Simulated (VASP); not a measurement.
**Se (a cell with a defect): single point with PBE**

Se (a cell with a defect):

```xyz
23
Lattice="8.6293 0.0000 0.0000 -4.3146 7.4732 0.0000 0.0000 0.0000 9.8068" Properties=species:S:1:pos:R:3 pbc="T T T"
Se    0.9314    0.0222    0.7827
Se   -0.4778    0.9304    4.1073
Se    1.6593    2.8697    2.4575
Se    1.0210   -0.0046    5.7356
Se   -0.6007    0.9204    8.9550
Se    1.6231    2.8862    7.3134
Se   -0.9847    3.7382    0.8061
Se   -0.6069    6.5579    2.4665
Se   -2.5773    4.4519    4.4207
Se   -2.5989    4.4583    8.8500
Se   -0.4829    6.5454    7.3146
Se    5.2397   -0.0160    0.8327
Se    3.7641    0.8822    4.0700
Se    6.0295    3.0231    2.5715
Se    5.3296    0.0086    5.6871
Se    3.7758    0.8314    8.9433
Se    6.0535    3.0339    6.9957
Se    3.2011    3.7442    0.8091
Se    1.6172    4.6006    4.1107
Se    3.7824    6.6453    2.4788
Se    3.2165    3.7454    5.7113
Se    1.6610    4.6174    8.9662
Se    3.7704    6.5950    7.3531
```

* Program: VASP 6.6.1
* Task: single point
* Functional: PBE
* Potentials or basis: VASP PAW PBE potentials, release 64 (Se)
* Cutoff: 520 eV
* k mesh: 2 × 2 × 2
* Occupations: fermi-dirac, width 0.05 eV
* Spin: no spin polarisation
* Dipole correction: no
* Further INCAR settings: LREAL = Auto; ALGO = Fast; EDIFF = 1e-06; NBANDS = 86

| Property | Result |
| --- | --- |
| Pressure | 1.0 GPa |
| Largest force | 0.039 eV/Å |
| Band gap on the k mesh | 0.03 eV, indirect (least direct gap 0.34 eV) |

Forces on the atoms (eV/Å):
```
Se   0.021  0.005  0.006
Se  -0.013  0.029  0.008
Se  -0.004 -0.013  0.002
Se   0.027  0.005 -0.006
Se  -0.017  0.025  0.006
Se  -0.020 -0.019 -0.005
Se   0.016  0.006  0.007
Se  -0.012 -0.026  0.008
Se   0.007  0.011  0.018
Se  -0.012  0.013  0.001
Se  -0.013 -0.026 -0.001
Se   0.021  0.003 -0.001
Se  -0.009  0.032 -0.009
Se  -0.007 -0.020 -0.017
Se   0.029 -0.001 -0.002
Se  -0.007  0.027 -0.006
Se   0.003 -0.009 -0.017
Se   0.028 -0.008 -0.002
Se  -0.014  0.015  0.000
Se  -0.015 -0.024  0.003
Se   0.025 -0.008 -0.008
Se  -0.016  0.017  0.009
Se  -0.018 -0.034  0.005
```

Stress tensor (GPa, compression positive):
```
0.87 0.00 0.00
0.00 0.81 0.10
0.00 0.10 1.29
```

Levels at points of the mesh, in eV from the valence-band top:
```tsv
k point	band 65	band 66	band 67	band 68	band 69	band 70	band 71	band 72	band 73	band 74
(0.00, 0.00, 0.00)	-0.77	-0.54	-0.43	-0.07	0.00	0.63	1.05	1.16	1.21	1.47
(0.50, 0.00, 0.00)	-0.76	-0.74	-0.69	-0.60	-0.29	0.39	1.34	1.38	1.53	1.66
(0.00, 0.50, 0.00)	-0.75	-0.68	-0.56	-0.50	-0.43	0.47	1.31	1.40	1.45	1.63
(0.50, 0.50, 0.00)	-0.76	-0.74	-0.69	-0.60	-0.29	0.39	1.34	1.38	1.53	1.66
(0.00, 0.00, 0.50)	-0.86	-0.75	-0.75	-0.61	-0.46	0.03	1.24	1.25	1.51	1.56
(0.50, 0.00, 0.50)	-0.61	-0.55	-0.35	-0.28	-0.23	0.16	1.39	1.52	1.69	1.78
(0.00, 0.50, 0.50)	-0.66	-0.55	-0.50	-0.33	-0.18	0.17	1.32	1.51	1.62	1.68
(0.50, 0.50, 0.50)	-0.61	-0.54	-0.35	-0.29	-0.22	0.16	1.39	1.52	1.69	1.78
```

Run time: 12 min on 1 thread of Intel(R) Xeon(R) 6975P-C (Granite Rapids) (shared host), peak memory 0.75 GiB.

Caveat: the k mesh is coarse (spacing up to 0.42 Å⁻¹), so the values aren't converged.
